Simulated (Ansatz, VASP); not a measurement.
Mg: VASP beside Ansatz

The input INCAR:

```
PREC = Accurate
ENCUT = 520
EDIFF = 1E-6
ISMEAR = -1
SIGMA = 0.05
LREAL = False
LASPH = True
NELM = 80
ALGO = Normal
ISIF = 2
LWAVE = False
LCHARG = True
LELF = True
LVHAR = True
NBANDS = 9
```

Contents of KPOINTS:

```
regular mesh
0
Gamma
  10 10 5
```

The input POSCAR:

```
Mg
1.0
    3.1659257641      0.0000000000      0.0000000000
   -1.5829628820      2.7417721382      0.0000000000
    0.0000000000      0.0000000000      5.1398819084
Mg
2
Direct
    0.6666666667      0.3333333333      0.7500000000
    0.3333333333      0.6666666667      0.2500000000
```

input.yaml

```yaml
crystal:
  lattice:
    - [3.1659257641, 0.0, 0.0]
    - [-1.582962882, 2.7417721382, 0.0]
    - [0.0, 0.0, 5.1398819084]
  atoms:
    - { symbol: Mg, position: [0.6666666667, 0.3333333333, 0.75] }
    - { symbol: Mg, position: [0.3333333333, 0.6666666667, 0.25] }
hamiltonian:
  xc: lda
  pseudopotentials: { kind: paw }
kpoints:
  mp_grid: { grid: [10, 10, 5] }
scf:
  occupations: { method: fermi_dirac, width: 0.05 }
output:
  forces: true
  stress: true
  eigenvalues: true
```

Alike in both runs: task single point; functional LDA; k mesh 10 × 10 × 5; occupations fermi-dirac, width 0.05 eV; no spin polarisation.

|  | VASP | Ansatz |
| --- | --- | --- |
| version | VASP 6.6.1 | Ansatz 0.2.0 |
| potentials or method | VASP PAW LDA potentials, release 64 (Mg) | Ansatz PAW |
| plane-wave cutoff (eV) | 520 | 420 |
| valence electrons in the cell | 4 | 20 |

Ansatz gave:

```
gap on the k mesh at the Fermi level (eV)       : none
pressure (GPa)                                  : -1.1
largest component of the traceless stress (GPa) : 0.83
```

Question: What did VASP give for the same quantities?

Answer: gap on the k mesh at the Fermi level (eV): none; pressure (GPa): -1.4; largest component of the traceless stress (GPa): 0.82.

A gap of «none» marks a metal or a gap that the smearing closes. The two sets of potentials don't hold the same shells in valence.

Caveats: the PAW data sets come from PBE, with cores solved anew for the run's functional, which leaves a small shift of forces and pressure (Ansatz).
